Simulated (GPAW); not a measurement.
# HgTe (Fm-3m) in GPAW: single point with PBE

Aim: the single point of HgTe with PBE.

All numbers are computed with GPAW 26.7.0; they aren't measurements. Logs are shortened: lines on timing, memory, paths and dates and some standing lists are left out, and cuts for length are marked. The log counts tension as positive stress, the text compression.

## 1. The crystal as given

It takes space group Fm-3m (No. 225, cubic). The conventional cell has a = 6.360 Å, b = 6.360 Å, c = 6.360 Å, α = 90.00°, β = 90.00°, γ = 90.00°. Around Hg (site symmetry m-3m) lie 6 Te at 3.18 Å. Te (site symmetry m-3m) is surrounded by 6 Hg at 3.18 Å.

Measurements of this composition are mostly on another form, of space group No. 216.

## 2. Single point, PBE

run.py

```python
from ase.dft.bandgap import bandgap
from ase.io import read, write
from ase.units import GPa
from gpaw import GPAW, PW

atoms = read('HgTe.xyz')

calc = GPAW(mode=PW(500),
            xc='PBE',
            kpts={'size': (6, 6, 6), 'gamma': True},
            occupations={'name': 'fermi-dirac', 'width': 0.05},
            nbands=18,
            maxiter=120,
            txt='gpaw.txt')
atoms.calc = calc
energy = atoms.get_potential_energy()
forces = atoms.get_forces()
stress = atoms.get_stress()
calc.write('gs.gpw')
write('result.traj', atoms)
print(f'Energy: {energy:.6f} eV')
print('Forces (eV/A):')
print(forces.round(4))
print('Stress (GPa):', (stress / GPa).round(3))
print('Fermi level:', round(calc.get_fermi_level(), 4), 'eV')
print(f'Gap: {bandgap(calc)[0]:.4f} eV, direct: {bandgap(calc, direct=True)[0]:.4f} eV')
```

HgTe.xyz

```xyz
2
Lattice="0.0000000000 3.1800000000 3.1800000000 3.1800000000 0.0000000000 3.1800000000 3.1800000000 3.1800000000 0.0000000000" Properties=species:S:1:pos:R:3 pbc="T T T"
Hg     0.0000000000      0.0000000000      0.0000000000
Te     3.1800000000      3.1800000000      3.1800000000
```

Potentials or basis: GPAW PAW data sets (gpaw-data 1.2.1), pw.

Command:

```sh
> OMP_NUM_THREADS=1 python run.py
```

gpaw.txt:

```text
__  _  _
 | _ |_)|_||  |
 |__||  | ||/\| - 26.7.0

Input parameters:
  mode=PW(ecut=500.0),
  kpts=MonkhorstPack(size=(6, 6, 6), gamma=True),
  maxiter=120,
  nbands=18,
  occupations=Occupations(name='fermi-dirac', width=0.05),
  xc=XC(name='PBE')

Diagonalizing LCAO Hamiltonian
Converting LCAO to pw mode

                 Te

       Hg

Atoms  # Å, Bohr magnetons
|   | symbol |        x |        y |        z |    initial magnetic moments |
|---|--------|----------|----------|----------|-----------------------------|
| 0 |     Hg | 0.000000 | 0.000000 | 0.000000 | ( 0.0000,  0.0000,  0.0000) |
| 1 |     Te | 3.180000 | 3.180000 | 3.180000 | ( 0.0000,  0.0000,  0.0000) |

Unit cell  # Å
| periodic |        x |        y |        z |  lengths |    angles |
|----------|----------|----------|----------|----------|-----------|
|      yes | 0.000000 | 3.180000 | 3.180000 | 4.497199 | 60.000000 |
|      yes | 3.180000 | 0.000000 | 3.180000 | 4.497199 | 60.000000 |
|      yes | 3.180000 | 3.180000 | 0.000000 | 4.497199 | 60.000000 |

Number of symmetries: 48
Symmetry operations  # r_c * U_cc + t_c -> r_c
|    | kind |            matrix            |
|----|------|------------------------------|
|  0 |  σ   |  1, 0, 0,  1, 0,-1,  1,-1, 0 |
|  1 |  C2  |  1, 0, 0,  1,-1, 0,  1, 0,-1 |
|  2 |  E   |  1, 0, 0,  0, 1, 0,  0, 0, 1 |
|  3 |  σ   |  1, 0, 0,  0, 0, 1,  0, 1, 0 |
|  4 |  C4  |  1, 0,-1,  1, 0, 0,  1,-1, 0 |
|  5 |  S6  |  1, 0,-1,  1,-1, 0,  1, 0, 0 |
|  6 |  σ   |  1, 0,-1,  0, 1,-1,  0, 0,-1 |
|  7 |  C3  |  1, 0,-1,  0, 0,-1,  0, 1,-1 |
|  8 |  S6  |  1,-1, 0,  1, 0, 0,  1, 0,-1 |
|  9 |  C4  |  1,-1, 0,  1, 0,-1,  1, 0, 0 |
| 10 |  C3  |  1,-1, 0,  0,-1, 1,  0,-1, 0 |
| 11 |  σ   |  1,-1, 0,  0,-1, 0,  0,-1, 1 |
| 12 |  σ   |  0, 1, 0,  1, 0, 0,  0, 0, 1 |
| 13 |  C4  |  0, 1, 0,  0, 1,-1, -1, 1, 0 |
| 14 |  C3  |  0, 1, 0,  0, 0, 1,  1, 0, 0 |
| 15 |  S6  |  0, 1, 0, -1, 1, 0,  0, 1,-1 |
| 16 |  C2  |  0, 1,-1,  1, 0,-1,  0, 0,-1 |
| 17 |  σ   |  0, 1,-1,  0, 1, 0, -1, 1, 0 |
| 18 |  S4  |  0, 1,-1,  0, 0,-1,  1, 0,-1 |
| 19 |  C4  |  0, 1,-1, -1, 1, 0,  0, 1, 0 |
| 20 |  C3  |  0, 0, 1,  1, 0, 0,  0, 1, 0 |
| 21 |  σ   |  0, 0, 1,  0, 1, 0,  1, 0, 0 |
| 22 |  S6  |  0, 0, 1,  0,-1, 1, -1, 0, 1 |
| 23 |  C4  |  0, 0, 1, -1, 0, 1,  0,-1, 1 |
| 24 |  S4  |  0, 0,-1,  1, 0,-1,  0, 1,-1 |
| 25 |  C3  |  0, 0,-1,  0, 1,-1,  1, 0,-1 |
| 26 |  C2  |  0, 0,-1,  0,-1, 0, -1, 0, 0 |
| 27 |  S6  |  0, 0,-1, -1, 0, 0,  0,-1, 0 |
| 28 |  S4  |  0,-1, 1,  1,-1, 0,  0,-1, 0 |
| 29 |  C4  |  0,-1, 1,  0, 0, 1, -1, 0, 1 |
| 30 |  C2  |  0,-1, 1,  0,-1, 0,  1,-1, 0 |
| 31 |  σ   |  0,-1, 1, -1, 0, 1,  0, 0, 1 |
| 32 |  C3  |  0,-1, 0,  1,-1, 0,  0,-1, 1 |
| 33 |  S6  |  0,-1, 0,  0, 0,-1, -1, 0, 0 |
| 34 |  S4  |  0,-1, 0,  0,-1, 1,  1,-1, 0 |
| 35 |  C2  |  0,-1, 0, -1, 0, 0,  0, 0,-1 |
| 36 |  C2  | -1, 1, 0,  0, 1, 0,  0, 1,-1 |
| 37 |  S6  | -1, 1, 0,  0, 1,-1,  0, 1, 0 |
| 38 |  S4  | -1, 1, 0, -1, 0, 1, -1, 0, 0 |
| 39 |  C3  | -1, 1, 0, -1, 0, 0, -1, 0, 1 |
| 40 |  S6  | -1, 0, 1,  0, 0, 1,  0,-1, 1 |
| 41 |  C2  | -1, 0, 1,  0,-1, 1,  0, 0, 1 |
| 42 |  C3  | -1, 0, 1, -1, 1, 0, -1, 0, 0 |
| 43 |  S4  | -1, 0, 1, -1, 0, 0, -1, 1, 0 |
| 44 |  C2  | -1, 0, 0,  0, 0,-1,  0,-1, 0 |
| 45 |  i   | -1, 0, 0,  0,-1, 0,  0, 0,-1 |
| 46 |  σ   | -1, 0, 0, -1, 1, 0, -1, 0, 1 |
| 47 |  C2  | -1, 0, 0, -1, 0, 1, -1, 1, 0 |

BZ-sampling:
  Number of BZ points: 216
  Number of IBZ points: 16

[... 64 lines left out ...]
    |    d |        |      17.320 |    1.302 |

    Using partial waves for Hg as LCAO basis

  Te:
    name:    Tellurium
    Z:       52.0
    valence: 6
    core:    46
    charge:  0.0  # [|e|]
    compensation charges:
      type: gauss
      rc: 0.36  # [Å]
      lmax: 2
    cutoffs:
      filter: 2.09  # [Å]
      core: 3.17  # [Å]
    projectors
    | kind |    occ | energy [eV] | rcut [Å] |
    |------|--------|-------------|----------|
    |   5s |  2.000 |     -15.089 |    1.180 |
    |   5p |  4.000 |      -5.955 |    1.196 |
    |    s |        |      12.123 |    1.180 |
    |    p |        |      21.256 |    1.196 |
    |    d |        |       0.000 |    1.238 |

    Using partial waves for Te as LCAO basis

Reference energy: -717946.462161  # eV

eigensolver:
  PPCG
  Converge bands: occupied
  niter=2

density mixing:
  MSR1-Mixer
  Pratt-step length: 0.05
  Maximum mixing coefficient: 0.75
  Old densities: 10
  SVD Regularization: 0.005
  Good broyden scale: 1.0
  Trust region scale: 1.0
  Backstep threshold: 4.0
  History deletion threshold: 6.0
  Fourier metric: weight=20.0, sigma=0.015

occupation numbers:
  Fermi-Dirac:
    width: 0.0500  # eV

poisson solver:
  ecut: 4000.0  # eV

xc functional:
  name: PBE with 2 nearest neighbor stencil

convergence criteria:
- Maximum [total energy] change in last 3 cyles: 0.0005 eV / valence electron
- Maximum integral of absolute [dens]ity change: 0.0001 electrons / valence electron
- Maximum integral of absolute [eigenst]ate change: 4e-08 eV^2 / valence electron
maximum number of iterations: 120

SCF iterations
|iter     | |      energy | eigst |  dens |
|---------|-|-------------|-------|-------|
|iter:   1| |   -4.229150 | -0.26 |       |
|iter:   2| |   -4.195385 | -2.22 | -1.48 |
|iter:   3| |   -4.124686 | -2.20 | -1.52 |
|iter:   4| |   -4.140140 | -2.91 | -1.94 |
|iter:   5| |   -4.145632 | -3.12 | -2.34 |
|iter:   6| |   -4.145787c| -4.74 | -3.39 |
|iter:   7| |   -4.145816c| -5.34 | -3.85 |
|iter:   8| |   -4.145817c| -6.60 | -4.41c|
|iter:   9| |   -4.145817c| -7.90c| -4.83c|

Converged in 9 steps
Energy contributions relative to reference atoms: (reference = -717946.462161)

Energy contributions:
  Kinetic:          16.455590
  Coulomb:         -13.493633
  Zero:             -2.008184
  External:          0.000000
  Xc:               -5.092306
  Entropy:          -0.014567
  Spinorbit:         0.000000
  ----------------------------
  Free energy:      -4.153100
  Extrapolated:     -4.145817

dipole moment: (-21.950588, -21.950588, -21.950588)  # |e|*Ang

Fermi level: 4.584
Eigenvalues  # (at kpt = [0.000, 0.000, 0.000])
| band index |      eig [eV] | occ [0-2] |
|------------|---------------|-----------|
|          0 |       -58.325 |     2.000 |
|        ... |               |           |
|          5 |        -1.834 |     2.000 |
|          6 |        -1.784 |     2.000 |
|          7 |        -1.784 |     2.000 |
|          8 |        -1.784 |     2.000 |
|          9 |         3.317 |     2.000 |
|         10 |         4.007 |     2.000 |
|         11 |         4.007 |     2.000 |
|         12 |         4.007 |     2.000 |
|         13 |        12.054 |     0.000 |
|         14 |        12.054 |     0.000 |
|         15 |        12.054 |     0.000 |
|         16 |        12.185 |     0.000 |
|         17 |        12.185 |     0.000 |

No gap
No difference between direct/indirect transitions

Forces  # eV/Ang
|        x |        y |        z |
|----------|----------|----------|
|  0.00000 | -0.00000 | -0.00000 |  # Hg   0
| -0.00000 | -0.00000 | -0.00000 |  # Te   1

Stress tensor  # eV/Ang^3
|        x |         y |         z |
|----------|-----------|-----------|
| 0.024175 |  0.000000 |  0.000000 |
| 0.000000 |  0.024175 | -0.000000 |
| 0.000000 | -0.000000 |  0.024175 |

# Writing to gs.gpw (mode='')
```

Run time: 6.2 s. Hardware: 1 thread of Intel Xeon 6975P-C (Granite Rapids), shared host; peak memory 0.15 GiB.

What came out:

```yaml
Free_energy: -4.1531 eV
Pressure: -3.9 GPa
Band_gap_on_the_k_mesh: none (metal or under the smearing width)
```

Levels at points of the mesh, in eV from the Fermi level:
```
           k point  band 8  band 9  band 10  band 11  band 12  band 13  band 14
(0.00, 0.00, 0.00)   -6.37   -6.37    -1.27    -0.58    -0.58    -0.58     7.47
(0.50, 0.50, 0.00)   -6.20   -5.82    -3.50    -2.42    -1.84    -1.84     5.03
(0.50, 0.50, 0.50)   -6.25   -6.25    -4.95     0.13     0.13     2.76     3.17
```

Caveat: the cutoff is short for stress and forces, so pressures can be off by a GPa or more.
